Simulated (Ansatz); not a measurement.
# The polar optical mode of AlAs at 15 GPa, worked through

The calculation used DFT LDA, scalar-relativistic, plane waves, PAW in Ansatz 0.2.0. Cutoff 420 eV, 10×10×10 k-points (Γ-centred), fixed occupations. No spin polarisation. Phonons by linear response, acoustic sum rule imposed.

The cell, relaxed at 15 GPa:
```cif
data_structure
_symmetry_space_group_name_H-M 'P 1'
_symmetry_Int_Tables_number 1
_cell_length_a 3.7911
_cell_length_b 3.7911
_cell_length_c 3.7911
_cell_angle_alpha 60.000
_cell_angle_beta 60.000
_cell_angle_gamma 60.000
_cell_volume 38.53
loop_
_atom_site_label
_atom_site_type_symbol
_atom_site_fract_x
_atom_site_fract_y
_atom_site_fract_z
_atom_site_occupancy
Al1 Al 0.00000 0.00000 0.00000 1
As1 As 0.75000 0.75000 0.75000 1
```

Linear response gives ν_TO = 423.7 cm⁻¹, Born charges ±2.054 e (positive on Al) and ε∞ = 8.923. The primitive cell holds 38.527 Å³, and the masses are 26.982 and 74.922 amu.

Task: Find ν_LO and the static dielectric constant.

Result: The long-wave field adds a restoring force: ω_LO² − ω_TO² = Z*²e²/(ε_vac ε∞ μV). In these units ν_LO² − ν_TO² = 4.92064×10⁷ Z*²/(μ V ε∞) cm⁻², with μ = m₁m₂/(m₁ + m₂) = 19.837 amu: 30433 cm⁻². So ν_LO = √(423.7² + 30433) = 458.2 cm⁻¹, and the run gives 458.2. Lyddane–Sachs–Teller then gives ε0 = ε∞ (ν_LO/ν_TO)² = 10.44, against 10.44 in the run (it forms both from the same three quantities, so the match checks the arithmetic only). Between ν_TO and ν_LO the dielectric function is negative and an undamped crystal reflects fully: a reststrahlen band from 21.8 to 23.6 μm.

Task: What do the Clausius–Mossotti polarisability and the Szigeti charge come to?

Result: With the Lorentz local field, α = (3V/4π)(ε∞ − 1)/(ε∞ + 2) = 6.67 Å³ for the pair, and e_S = 3Z*/(ε∞ + 2) = 0.56 e. The Born charge includes the electrons' response to the dipole's own local field, and e_S takes that enhancement out. The Lorentz field assumes point-like polarisable ions, a poor picture once ε∞ is this large, since the electron clouds then overlap or are shared, so both numbers are formal here.

Task: How strongly does a slow electron couple to the LO mode?

Result: For one isotropic parabolic band, Fröhlich's constant is α_F = (1/ε∞ − 1/ε0) √(m* Ry/ħω_LO), with Ry = 13.606 eV, ħω_LO = 56.8 meV and m* in free-electron masses: α_F = 0.0162 × 15.48 × √m* = 0.25 √m*. The band mass isn't part of this run; for m* = 0.1, 0.3 and 1 it gives 0.08, 0.14, 0.25. In weak coupling the polaron lies α_F ħω_LO below the band edge (8 meV at m* = 0.3) with a mass m*(1 + α_F/6); past α_F of about 5 or 6 that expansion fails. A semilocal functional's ε∞ tends to be too large, which taken alone lowers α_F.

Cost: 1 run of about 0.94 core-minutes, on Intel Xeon Platinum 8488C (Sapphire Rapids) (shared hosts).

The polar mode is stiff but only moderately split. The Born charge of 2.054 e would drive a large long-range field, but the electronic screening, ε∞ = 8.923, takes up most of it, and the lattice raises the dielectric constant only to 10.44. That charge is not a static ionic charge: in a tetrahedral sp³ network, displacing the sublattices shifts electrons along polar covalent bonds, so a sizeable dynamical charge is compatible with strong covalency. The light Al atom dominates the reduced mass and helps keep both frequencies high.

The same small difference between the electronic and static screening makes the Fröhlich coupling weak for all three trial masses. For conduction electrons this is an estimate of scale, since the minima of AlAs lie at or near X and have anisotropic masses.

The zone-centre modes do not establish that zinc blende is the stable phase at 15 GPa, where AlAs is known to favour the NiAs-type structure; the results probably describe a metastable, over-pressed crystal.
